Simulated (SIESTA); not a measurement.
**P under changes of volume**

One of the cells (132.548 Å³/atom); the others are scaled copies at fixed shape and fractional positions:

```
CELL_PARAMETERS angstrom
3.28373 0.00000 0.00000
0.00000 34.85703 0.00000
0.00000 0.00000 4.63208
ATOMIC_POSITIONS crystal
P 0.50000 0.97026 0.90785
P 0.50000 0.02974 0.09215
P 0.00000 0.02974 0.40785
P 0.00000 0.97026 0.59215
```

The slab is cut from a database's or a generator's crystal, which needn't be the stable form of the element.

```yaml
Program: SIESTA 5.4.2
Functional: LDA
Potentials_or_basis: PseudoDojo 0.4 standard (LDA files)
Basis: DZP (energy shift 0.003 Ry)
Grid_cutoff: 500 Ry
Energy_shift: 0.003 Ry
k_mesh: 8 × 1 × 6
Occupations: fermi-dirac, width 0.05 eV
Spin: no spin polarisation
```

| volume (Å³/atom) | energy over the lowest point (meV/atom) | gap on the mesh (eV) | largest force (eV/Å) |
| --- | --- | --- | --- |
| 124.595 | 18.88 | 0.90 | 0.974 |
| 127.246 | 7.99 | 0.93 | 0.764 |
| 129.897 | 1.87 | 0.94 | 0.573 |
| 132.548 | 0.00 | 0.95 | 0.405 |
| 135.199 | 1.98 | 0.96 | 0.271 |
| 137.850 | ? | ? | ? |
| 140.501 | 15.95 | 0.98 | 0.243 |

What does the run at 137.850 Å³/atom give?

Energy over the lowest point 7.42 meV/atom; gap on the mesh 0.97 eV; largest force 0.205 eV/Å.

Worked out: A Birch-Murnaghan fit of order 3 (a polynomial in V^(-2/3)) to the other rows has its minimum at 132.46 Å³/atom with B0 = V·E''(V) = 11.6 GPa and B' = 4.3 at fixed shape and positions, which overstates the stiffness. It gives 7.41 meV/atom at 137.850 Å³/atom, against the run's 7.42. A parabola through the other rows of the gap, of slope 0.391 eV per unit of ln V there, gives 0.97 eV, against the run's 0.97.

Energies are extrapolated to zero smearing.

Caveats: the basis of atomic orbitals isn't converged, which shifts pressures, moduli and gaps.

A mesh can miss the band edges.
